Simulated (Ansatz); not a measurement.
# WS2 (P-6m2): convergence test of the k-point mesh, by script

How fine a k-point mesh does WS2 (P-6m2) need? Aim: a convergence test of the k-point mesh, for WS2 (P-6m2), run from a script.

Program: Ansatz 0.2.0 through its Python package. Level of theory: DFT LDA, plane waves, PAW. These are calculated values, not measurements.

**1. The structure**

It takes space group P-6m2 (No. 187, hexagonal). Conventional cell: a = 3.184 Å, b = 3.184 Å, c = 16.951 Å, α = 90.00°, β = 90.00°, γ = 120.00°. Around W (site symmetry -6m2) lie 6 S at 2.41 Å. S (site symmetry 3m) has 3 W at 2.41 Å as nearest neighbours.

No structure file is read: the coordinates are typed or built in the script.

**2. Script**

ws2_kconv.py

```python
import ansatz as az
from tabulate import tabulate

lattice = az.Lattice.of(
    [3.18351636, 0.0, 0.0],
    [-1.59175818, 2.75700604, 0.0],
    [0.0, 0.0, 16.95057789],
)
sites = [
    ('W', [1 / 3, 2 / 3, 0.0]),
    ('S', [2 / 3, 1 / 3, 0.90799949]),
    ('S', [2 / 3, 1 / 3, 0.09200051]),
]
crystal = az.Crystal(lattice=lattice)
for symbol, position in sites:
    crystal = crystal.atom(symbol, position)

base = (
    crystal.calculation()
    .pseudopotentials('paw')
    .functional('lda')
    .occupations('gaussian', width=0.15)
    .basis(18 * az.Ha)
)

rows = []
for value in [(3, 3, 1), (4, 4, 1), (5, 5, 1), (6, 6, 1), (8, 8, 2), (10, 10, 2)]:
    rep = base.kpoints(mesh=value).run().report
    rows.append((value, rep['free_energy_ev'] / len(rep['lattice']['sites']), rep['n_iterations'], rep['n_kpoints']))

print(tabulate(rows, headers=['mesh', 'F/atom (eV)', 'iterations', 'k-points'], floatfmt='.4f', tablefmt='github'))

for row in rows[:-1]:
    shift = 1000 * (row[1] - rows[-1][1])
    print(f'{row[0]}: {shift:+.2f} meV/atom' + ('  (within 1 meV)' if abs(shift) < 1 else ''))
```

**3. What the engine is handed**

The package turns the script's settings into the engine's input (first run):

```yaml
crystal:
  lattice:
    - [3.18351636, 0.0, 0.0]
    - [-1.59175818, 2.75700604, 0.0]
    - [0.0, 0.0, 16.95057789]
  atoms:
    - { symbol: W, position: [0.3333333333333333, 0.6666666666666666, 0.0] }
    - { symbol: S, position: [0.6666666666666666, 0.3333333333333333, 0.90799949] }
    - { symbol: S, position: [0.6666666666666666, 0.3333333333333333, 0.09200051] }
basis:
  ecutwfc: 489.804952427784
kpoints:
  mp_grid:
    grid: [3, 3, 1]
hamiltonian:
  xc: lda
  pseudopotentials:
    kind: paw
scf:
  occupations:
    method: gaussian
    width: 0.15
```

**4. The run**

Launch:

```console
$ python ws2_kconv.py
```

Output:

```text
| mesh        |   F/atom (eV) |   iterations |   k-points |
|-------------|---------------|--------------|------------|
| (3, 3, 1)   |    -3957.1776 |            7 |          3 |
| (4, 4, 1)   |    -3957.1999 |            7 |          4 |
| (5, 5, 1)   |    -3957.1806 |            7 |          5 |
| (6, 6, 1)   |    -3957.1799 |            7 |          7 |
| (8, 8, 2)   |    -3957.1808 |            7 |         20 |
| (10, 10, 2) |    -3957.1809 |            7 |         28 |
(3, 3, 1): +3.35 meV/atom
(4, 4, 1): -19.01 meV/atom
(5, 5, 1): +0.30 meV/atom  (within 1 meV)
(6, 6, 1): +0.99 meV/atom  (within 1 meV)
(8, 8, 2): +0.09 meV/atom  (within 1 meV)
```

Wall time 15 s (1 thread of Arm Neoverse V1, shared host); peak memory 0.41 GiB.

**5. Inputs of later runs**

The engine's inputs for some of the other runs:

Run 2, against run 1:

```diff
@@ -14 +14 @@
-    grid: [3, 3, 1]
+    grid: [4, 4, 1]
```

Run 3, against run 1:

```diff
@@ -14 +14 @@
-    grid: [3, 3, 1]
+    grid: [5, 5, 1]
```

Run 5, against run 1:

```diff
@@ -14 +14 @@
-    grid: [3, 3, 1]
+    grid: [8, 8, 2]
```

**6. The runs side by side**

The 6 runs, in the order started:

| run | k mesh | energy from run 6 (meV/atom) | SCF cycles | CPU time (s) |
| --- | --- | --- | --- | --- |
| 1 | [3, 3, 1] | 3.35 | 7 | 0.9 |
| 2 | [4, 4, 1] | -19.01 | 7 | 0.87 |
| 3 | [5, 5, 1] | 0.30 | 7 | 1.1 |
| 4 | [6, 6, 1] | 0.99 | 7 | 1.5 |
| 5 | [8, 8, 2] | 0.09 | 7 | 3.8 |
| 6 | [10, 10, 2] | 0.00 | 7 | 5.4 |

**7. Outcome**

```
                              quantity           value
                         runs compared               6
       last run but one, from the last  +0.09 meV/atom
within 5 meV/atom of the last run from       [5, 5, 1]
```

In words: From 5×5×1 on it stays within 1 meV an atom of the value at 10×10×2; the first row (3×3×1) is off by 3.3 meV and the last but one by 0.09 meV. It goes up and down, since the sum over k-points isn't variational. What to keep in mind:
- Spin is left out of this run.
- The cell holds layers, chains or clusters in vacuum, no bulk phase.
- Points of the mesh across the vacuum add cost only.
- Spin-orbit coupling, which matters for elements this heavy, is left out.
- This cell is a computed structure, which may not be the phase found in nature.
- Shifts are counted from the finest mesh, which is itself no proven limit.
